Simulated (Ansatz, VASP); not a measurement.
**One calculation of Pt, two programs**

INCAR

```
ALGO = Fast ; EDIFF = 1E-6
ENCUT = 520 ; GGA = PS
ISIF = 2 ; ISMEAR = 0
LASPH = T ; LCHARG = T
LELF = T ; LREAL = F
LVHAR = T ; LWAVE = F
NBANDS = 11 ; NELM = 100
PREC = Accurate ; SIGMA = 0.15
```

The input KPOINTS:

```
k-points
0
Gamma
  20 20 20
```

The input POSCAR:

```
Pt
1.0
    0.0000000000      2.0092948750      2.0092948750
    1.9579000000      0.0513948750      1.9579000000
    1.9579000000      1.9579000000      0.0513948750
Pt
1
Direct
    0.0000000000      0.0000000000      0.0000000000
```

Input for Ansatz:

```yaml
crystal:
  lattice:
    - [0.0, 2.009294875, 2.009294875]
    - [1.9579, 0.051394875, 1.9579]
    - [1.9579, 1.9579, 0.051394875]
  atoms:
    - { symbol: Pt, position: [0.0, 0.0, 0.0] }
basis:
  ecutwfc: 420
kpoints:
  mp_grid: { grid: [20, 20, 20] }
hamiltonian:
  xc: pbesol
scf:
  occupations: { method: gaussian, width: 0.15 }
output:
  forces: true
  stress: true
  eigenvalues: true
  write_density: true
  write_potential: true
  elf: true
  volumetric_format: npy
```

Change from the starting cell: strain +0.0525 x Voigt [0, 0, 0, 1, 0, 0], atoms carried along.

Alike in both runs: task single point; functional PBEsol; k mesh 20 × 20 × 20; occupations gaussian, width 0.15 eV; no spin polarisation.

|  | VASP | Ansatz |
| --- | --- | --- |
| version | VASP 6.6.1 | Ansatz 0.2.0 |
| potentials or method | VASP PAW PBE potentials, release 64 (Pt) | scalar-relativistic, plane waves, PAW |
| plane-wave cutoff (eV) | 520 | 420 |
| valence electrons in the cell | 10 | 18 |

|  | VASP | Ansatz | Ansatz less VASP |
| --- | --- | --- | --- |
| gap on the k mesh at the Fermi level (eV) | none | none | - |
| pressure (GPa) | 1.0 | 1.4 | +0.43 |
| largest component of the traceless stress (GPa) | 4.56 | 4.52 | -0.039 |

A gap of «none» marks a metal or a gap that the smearing closes. The two sets of potentials don't hold the same shells in valence.

Caveats: the PAW data sets were made with another functional, which shifts forces and pressure a little (VASP). Spin-orbit coupling is left out, which matters for the levels of Pt.
